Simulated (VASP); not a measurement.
VASP input:

KPOINTS:
```
Regular mesh
0
Gamma
 9 9 9
0 0 0
```

**POSCAR**
```
ZnTe
1
    0.0000000000     3.1197830000     3.1197830000
    3.1197830000     0.0000000000     3.1197830000
    3.1197830000     3.1197830000     0.0000000000
Zn Te
1 1
Direct
  0.4888670000   0.4928120000   0.4990160000
  0.2611330000   0.2571880000   0.2509840000
```

INCAR:
```
SYSTEM = ZnTe
PREC = Accurate; ENCUT = 300; LREAL = .False.
LASPH = .True.
EDIFF = 1E-6; NELM = 100; ALGO = Normal
LMAXMIX = 4
ISMEAR = 0; SIGMA = 0.01
GGA = PE
ISIF = 2
LWAVE = .False.; LCHARG = .False.
```

POTCAR, in this order: Zn Te (PBE.64 set). Program: vasp_std.

Q: Write an equivalent input for Quantum ESPRESSO's pw.x.

A: One equivalent input (not run):
```
&CONTROL
  calculation = 'scf'
  pseudo_dir = './pseudo'
  outdir = './out'
  tprnfor = .true.
  tstress = .true.
/
&SYSTEM
  ibrav = 0
  nat = 2
  ntyp = 2
  ecutwfc = 84
  occupations = 'smearing'
  smearing = 'gaussian'
  degauss = 0.000735
  input_dft = 'pbe'
/
&ELECTRONS
  conv_thr = 7.3e-08
  electron_maxstep = 100
/
ATOMIC_SPECIES
  Zn 65.380 Zn.upf
  Te 127.600 Te.upf
CELL_PARAMETERS angstrom
     0.0000000    3.1197830    3.1197830
     3.1197830    0.0000000    3.1197830
     3.1197830    3.1197830    0.0000000
ATOMIC_POSITIONS crystal
  Zn   0.4888670  0.4928120  0.4990160
  Te   0.2611330  0.2571880  0.2509840
K_POINTS automatic
  9 9 9 0 0 0
```
The two are equivalent in intent, not identical: the potentials are each code's own (VASP's PAW set, PseudoDojo norm-conserving files in pw.x), so ENCUT and ecutwfc are chosen apart and not converted; conv_thr bounds pw.x's estimated SCF error, while EDIFF bounds the energy change between steps.

The structure comes from a computed database's ZnTe entry; how it stands against other phases isn't given here. The cell was not relaxed at this level, atoms are displaced from their ideal sites.
